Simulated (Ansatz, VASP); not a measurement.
# GaP in two plane-wave programs

Aim: how closely do two programs agree when they are given the same cell, functional and k mesh?

Main program and level: Ansatz 0.2.0; plane waves, with VASP 6.6.1 beside it; G0W0 gap at PBE.

## 1. Set-up

It takes space group F-43m (No. 216, cubic). Conventional cell: a = 5.451 Å, b = 5.451 Å, c = 5.451 Å, α = 90.00°, β = 90.00°, γ = 90.00°. Nearest to Ga lie 4 P at 2.36 Å. P has 4 Ga at 2.36 Å nearest. Farther neighbours are not listed.

## 2. Ansatz: G0W0 gap, PBE

Ansatz runs on its default PAW (the set named soft_2) files.

Quasiparticle shifts depend on high empty states and on the cores, so they are the hardest test of two PAW sets.

Input file input.yaml:

```yaml
crystal:
  lattice:
    - [0.0, 2.72525, 2.72525]
    - [2.72525, 0.0, 2.72525]
    - [2.72525, 2.72525, 0.0]
  atoms:
    - { symbol: Ga, position: [0.0, 0.0, 0.0] }
    - { symbol: P, position: [0.25, 0.25, 0.25] }
hamiltonian:
  xc: pbe
  pseudopotentials: { kind: paw }
kpoints:
  mp_grid: { grid: [6, 6, 6] }
scf:
  occupations: { method: fixed }
gw:
  n_empty_bands: 151
  ecut_chi: 140.0
  qp_bands: [v2, c2]
  qp_kpoints: band_edges
  screening: { model: contour_deformation }
```

Started as:

```sh
> ansatz run input.yaml --threads 4 --pin off --max-ram 9216MiB --backend cpu --events-out ev --progress --plain --runs-dir out
```

Numbers of over 12 decimals in the logs are rounded to 6 here.

Log:

```text
Engine: ansatz 0.2.0, aarch64-unknown-linux-gnu
Pseudopotentials: kind: paw
Pseudopotential: Ga, paw, valence charge 13, recommended cutoff 420 eV (normal), Ga.paw.azcp
Pseudopotential: P, paw, valence charge 5, recommended cutoff 420 eV (normal), P.paw.azcp
Functional definition: PBE
  parameter kappa = 0.804
  parameter beta = 0.066725
  exchange = pbe_x(kappa = kappa, mu = beta*pi^2/3)
  correlation = pbe_c(beta = beta)
Crystal: 2 atoms, lattice volume = 40.481 Å³
Basis set: ecut = 420 eV, 749 PW (Γ)
Bands: 13, of which v1, the nominal top of the filled ones, is band 9 counted from 1 (8 counted from 0)
Symmetry: 24 space group operations
Space group: F-43m (ITA 216), of the structure as read, at distance tolerance 3.4e-5 Å
k-points: 16 of 216 (time reversal used)
Non-local potential: Ga, projectors of the file, l = 0: 2, l = 1: 2, l = 2: 3, l = 3: 1
Non-local potential: P, projectors of the file, l = 0: 2, l = 1: 2, l = 2: 2
PAW form: soft (Blöchl's): semilocal exchange-correlation on the pseudo side does not see the compensation charge
PAW one-centre angular grid: Ga, 590 points (default); XC on 64 Gauss nodes
PAW one-centre angular grid: P, 110 points (default); XC on 64 Gauss nodes
Initial density: superposition of atomic densities (neutral atoms: chi_scale 0, normalization atom), corrected by the library's trained network
Initial wavefunctions: pseudopotential atomic-orbital guess
Functional: x = pbe(κ = 0.804, μ = 0.219515), c = pbe(β = 0.066725)
SCF iter   1: F=—  HF=-4539.535099 eV  |F-HF|=—  |Δ(HF+E_count)|=         —  Δρ=1.41e-3  dr2=8.82e-4  ethr=1.77e-3  ⟨swp⟩=5.0  Hψ=1101  notcnv=0  defer=27
preconditioner: auto → none  [insulator: Δε(μ)=1.644 eV  Ē_g=15.511 eV  n_scr=14 (ndim 8)  ℏωp=24.8 eV  f_vac=0.011  ε∞_Penn≈3.5]
SCF iter   2: F=—  HF=-4539.534330 eV  |F-HF|=—  |Δ(HF+E_count)|=   7.69e-4  Δρ=1.22e-3  dr2=4.02e-4  ethr=4.90e-6  ⟨swp⟩=2.9  Hψ=550  notcnv=0  defer=32
SCF iter   3: F=—  HF=-4539.534139 eV  |F-HF|=—  |Δ(HF+E_count)|=   1.91e-4  Δρ=4.58e-4  dr2=5.98e-5  ethr=2.23e-6  ⟨swp⟩=2.0  Hψ=390  notcnv=0  defer=27
SCF iter   4: F=—  HF=-4539.534181 eV  |F-HF|=—  |Δ(HF+E_count)|=   4.18e-5  Δρ=1.70e-4  dr2=6.46e-6  ethr=3.32e-7  ⟨swp⟩=2.0  Hψ=382  notcnv=0  defer=26
SCF iter   5: F=—  HF=-4539.534179 eV  |F-HF|=—  |Δ(HF+E_count)|=   2.37e-6  Δρ=3.95e-5  dr2=7.28e-7  ethr=3.59e-8  ⟨swp⟩=2.1  Hψ=342  notcnv=0  defer=26
SCF iter   6: F=—  HF=-4539.534179 eV  |F-HF|=—  |Δ(HF+E_count)|=   3.35e-7  Δρ=2.58e-5  dr2=1.36e-7  ethr=4.04e-9  ⟨swp⟩=2.0  Hψ=272  notcnv=0  defer=26
SCF iter   7: F=-4539.534179 eV  HF=-4539.534179 eV  |F-HF|=6.78e-9  |Δ(HF+E_count)|=   1.08e-8  Δρ=5.81e-6  dr2=6.13e-9  ethr=5.56e-10  ⟨swp⟩=6.8  Hψ=989  notcnv=0
SCF 1 converged in 7 iterations: F = -4539.534179 eV  dr2 = 6.13e-9
  greatest PAW one-centre occupation: 0.994 electrons in one spin orbital (limit 2), on the Ga atom at site 0 (counted from 0), in its partial waves of l = 2
NSCF: frozen V_eff on 16 k-points
G₀W₀ screening: q 1/16
G₀W₀ screening: q 2/16 (q-point 6)
G₀W₀ screening: q 3/16 (q-point 7)
G₀W₀ screening: q 4/16 (q-point 8)
G₀W₀ screening: q 5/16 (q-point 11)
G₀W₀ screening: q 6/16 (q-point 14)
G₀W₀ screening: q 7/16 (q-point 15)
G₀W₀ screening: q 8/16 (q-point 9)
G₀W₀ screening: q 9/16 (q-point 12)
G₀W₀ screening: q 10/16 (q-point 16)
G₀W₀ screening: q 11/16 (q-point 2)
G₀W₀ screening: q 12/16 (q-point 3)
G₀W₀ screening: q 13/16 (q-point 5)
G₀W₀ screening: q 14/16 (q-point 10)
G₀W₀ screening: q 15/16 (q-point 4)
G₀W₀ screening: q 16/16 (q-point 13)
G₀W₀ self-energy: k 1/9
G₀W₀ self-energy: k 2/9
G₀W₀ self-energy: k 3/9
G₀W₀ self-energy: k 4/9
G₀W₀ self-energy: k 5/9
G₀W₀ self-energy: k 6/9
G₀W₀ self-energy: k 7/9
G₀W₀ self-energy: k 8/9
G₀W₀ self-energy: k 9/9
NSCF: frozen V_eff on 1 k-points
NSCF: frozen V_eff on 1 k-points
SCF converged after 7 iterations
Free energy (F): -4539.534179 eV
Harris-Foulkes:  -4539.534179 eV  (|F-HF|=6.78e-9)
Internal energy: -4539.534179 eV  (E = F + TS)
E sigma→0 (E₀):  -4539.534179 eV
Fermi energy:    7.092275 eV
--- Per-component energies (eV) ---
  E_band       = -58.175383
  E_kinetic    = 186.372830
  E_local      = -2200.547270  (includes V_loc(G=0)·N_el)
  E_nonlocal   = 458.867986
  E_hartree    = 1017.620771
  E_xc         = -130.788850
  E_vxc        = -119.043670  (∫ρ·V_xc dr)
  E_paw        = -2558.414599  (= ΣΔE_a)
  E_vpaw       = -419.062235  (= ΣTr[D̂ρ^β])
  E_aug_tail   = -0.000104  (compensation charges beyond the density's cutoff)
  E_ewald      = -1312.644944
  E_smearing   = -0.000000  (= −TS)
  E_closure    = 0.000000  (closes the sum)
  Σ components = -4539.534179   (vs F -4539.534179, Δ=0.00e0)
--- Band table (eV; the first three rows and the last of 16) ---
  k-point 0: bands = [... 5 lower, -5.4013, 7.0923, 7.0923, 7.0923, 8.9192, 10.9731, 10.9731, 10.9731]
  k-point 1: bands = [... 5 lower, -5.0450, 4.7047, 6.7210, 6.7210, 9.5048, 11.5213, 11.5213, 12.1169]
  k-point 2: bands = [... 5 lower, -4.0976, 1.8834, 6.1848, 6.1848, 8.9896, 11.8980, 11.8980, 14.6886]
  k-point 15: bands = [... 5 lower, -2.3653, 0.4835, 3.7157, 3.8281, 10.5677, 10.7368, 14.6373, 14.6610]
--- G₀W₀: contour deformation, 7 samples at zero and on the imaginary axis and 2 off it, 216 q-points, 151 empty bands' worth ---
  eigenvalues of the whole cell's RPA ε∞ on this k-mesh (on a slab, of 1 + 4πα/V) = 12.1657, 12.1657, 12.1657; static W/v taken at q = 0 is 0.082198
  bands read: the sum over 160 bands ends inside a degenerate multiplet in 3 slots, whose members it reads at an even weight; the widest, k=0: bands 159 to 161 (counted from 1) at 2/3 each
  gw.qp_kpoints: band_edges: 9 of 16 stored k-points solved, in 1 pass; an edge of the gap read off the rows below is read off those points alone
    valence top: of the k-points left out ik 8 came nearest to being solved in a further pass, in band 9 (counted from 1, as in the quasiparticle table): it holds the edge there only if its correction is more favourable than any solved in that band by at least 0.513 eV; those differ by 0.107 eV
    conduction bottom: of the k-points left out ik 11 came nearest to being solved in a further pass, in band 10 (counted from 1, as in the quasiparticle table): it holds the edge there only if its correction is more favourable than any solved in that band by at least 0.855 eV; those differ by 0.353 eV
    ik  band        ε_KS         Σx   Σc(E_QP)       V_xc       Z   E_QP_lin       E_QP  E_QP is
     0     8      7.0923   -17.1451     1.1808   -15.3974  0.7653     6.5219     6.5253  root
     0     9      7.0923   -17.1451     1.1808   -15.3974  0.7653     6.5219     6.5253  root
     0    10      8.9192   -10.7830    -4.1855   -15.2486  0.7781     9.2001     9.1993  root
     0    11     10.9731    -7.4617    -4.3905   -12.0235  0.7731    11.1448    11.1444  root
     1     8      6.7210   -16.8281     1.2708   -14.9762  0.7639     6.1360     6.1399  root
     1     9      6.7210   -16.8281     1.2708   -14.9762  0.7639     6.1360     6.1399  root
     1    10      9.5048    -9.4840    -4.1869   -13.9025  0.7770     9.7369     9.7363  root
     1    11     11.5213    -7.5906    -4.5649   -12.3376  0.7653    11.7039    11.7034  root
     2     8      6.1848   -16.6317     1.4797   -14.5426  0.7605     5.5706     5.5754  root
     2     9      6.1848   -16.6317     1.4797   -14.5426  0.7605     5.5706     5.5754  root
     2    10      8.9896    -9.2685    -4.0145   -13.4708  0.7818     9.1778     9.1775  root
     2    11     11.8980    -7.2183    -4.6690   -12.0522  0.7620    12.0635    12.0630  root
     3     8      5.9730   -16.5940     1.5706   -14.4026  0.7589     5.3470     5.3522  root
     3     9      5.9730   -16.5940     1.5706   -14.4026  0.7589     5.3470     5.3522  root
     3    10      8.7633    -9.3798    -3.9447   -13.5010  0.7829     8.9401     8.9398  root
     3    11     11.8024    -7.0118    -4.6104   -11.7684  0.7653    11.9489    11.9486  root
     4     8      6.0899   -16.3881     1.4586   -14.3217  0.7605     5.4772     5.4821  root
     4     9      6.0899   -16.3881     1.4586   -14.3217  0.7605     5.4772     5.4821  root
     4    10      9.8643    -7.9599    -4.1374   -12.2552  0.7787    10.0225    10.0222  root
     4    11     10.8926    -9.2876    -4.4425   -13.9029  0.7672    11.0659    11.0654  root
     6     8      4.5263   -16.0512     1.9608   -13.4562  0.7451     3.8843     3.8922  root
     6     9      5.4665   -16.3118     1.7363   -13.9347  0.7548     4.8195     4.8258  root
     6    10      9.8277    -8.5900    -4.1215   -12.8515  0.7780     9.9679     9.9676  root
     6    11     11.7675    -7.4906    -4.6755   -12.3093  0.7599    11.9111    11.9107  root
[...]
10     8      3.7811   -15.5803     2.3477   -12.5591  0.7320     3.0964     3.1076  root
    10     9      4.7122   -16.0799     2.0403   -13.3726  0.7460     4.0370     4.0452  root
    10    10      9.1476    -7.4462    -3.8971   -11.3657  0.7871     9.1700     9.1700  root
    10    11     10.6294    -7.6555    -4.3419   -12.0934  0.7723    10.7256    10.7254  root
    12     8      4.4071   -16.0064     2.1669   -13.1652  0.7417     3.7238     3.7328  root
    12     9      4.4071   -16.0064     2.1669   -13.1652  0.7417     3.7238     3.7328  root
    12    10      8.7432    -6.9016    -3.7601   -10.5886  0.7927     8.6702     8.6701  root
    12    11      8.9127    -7.9321    -3.8834   -11.8951  0.7851     8.9924     8.9923  root
```

Elapsed: 44 s, on 4 threads of Arm Neoverse V1, shared host; peak memory 0.55 GiB; 2.7 min of CPU time.

[end of part 1 of 2]

[Lines on the potential files, build, host, timing and source positions are cut from VASP's logs without a mark.]

[Logs are printed without paths, hosts, clocks, repeated set-up lines and the standing remarks that a program may print on its own settings, such as how far it seeks lower states.]

[Hosts, paths, dates, database ids (printed as entryN), source tags and the programs' standing remarks are cut or masked in the printed files.]
